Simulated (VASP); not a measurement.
Wanted: the native input for a VASP 6.6.1 run.

| Item | Value |
| --- | --- |
| Task | relaxation of cell and atoms |
| Functional | SCAN |
| Potentials or basis | VASP PAW PBE potentials, release 64 (Ga_d, P) |
| Cutoff | 600 eV |
| k mesh | 8 × 8 × 8 |
| Occupations | fermi-dirac, width 0.05 eV |
| Spin | no spin polarisation |
| Further INCAR settings | ALGO = Normal; EDIFF = 1e-07; IBRION = 2; EDIFFG = -0.01; NSW = 40; ISIF = 3 |

The structure of GaP lies in POSCAR:

```
GaP
1.0
    0.0000000000      2.7252500000      2.7252500000
    2.7252500000      0.0000000000      2.7252500000
    2.7252500000      2.7252500000      0.0000000000
Ga P
1 1
Direct
    0.0000000000      0.0000000000      0.0000000000
    0.7500000000      0.7500000000      0.7500000000
```

One way to write it, as run:

INCAR

```
SYSTEM = GaP
PREC     = Accurate       ! precision mode
ENCUT    = 600            ! plane-wave cutoff, eV
EDIFF    = 1E-7           ! SCF threshold, eV
ISMEAR   = -1             ! smearing method
SIGMA    = 0.05           ! smearing width, eV
LREAL    = .FALSE.        ! projectors in reciprocal space
LASPH    = .TRUE.         ! aspherical terms in the spheres
NELM     = 80             ! most SCF steps
ALGO     = Normal         ! electronic algorithm
ISIF     = 3              ! what is computed and relaxed
LWAVE    = .FALSE.        ! write WAVECAR
LCHARG   = .FALSE.        ! write CHGCAR
METAGGA  = SCAN           ! meta-GGA
LMIXTAU  = .TRUE.       
IBRION   = 2              ! ionic algorithm
NSW      = 40             ! ionic steps
EDIFFG   = -0.01          ! ionic threshold
```

KPOINTS

```
regular mesh
0
G
  8 8 8
  0 0 0
```

Potentials or basis: VASP PAW PBE potentials, release 64 (Ga_d, P).

Run with:

```bash
$ cat potpaw_PBE.64/Ga_d/POTCAR potpaw_PBE.64/P/POTCAR > POTCAR
$ mpirun -np 1 vasp_std > vasp.out
```

It gave:

```json
{"Relaxed volume": "20.19 Å³/atom", "Relaxed cell": "a = 3.851 Å, b = 3.851 Å, c = 3.851 Å, α = 60.00°, β = 60.00°, γ = 60.00°", "Space group after relaxing (to 0.05 Å)": "F-43m (No. 216)", "Energy gained by relaxing": "0.1 meV/atom", "Ionic steps": "4", "Pressure after relaxing": "0.0 GPa", "Band gap on the k mesh": "1.87 eV, indirect (least direct gap 2.21 eV)"}
```

Caveat: the PAW data sets were made with another functional, which shifts forces and pressure a little.

Run time: 2.9 min on 1 thread of AMD EPYC 9R45 (Zen 5), with other jobs on the host, peak memory 0.17 GiB.
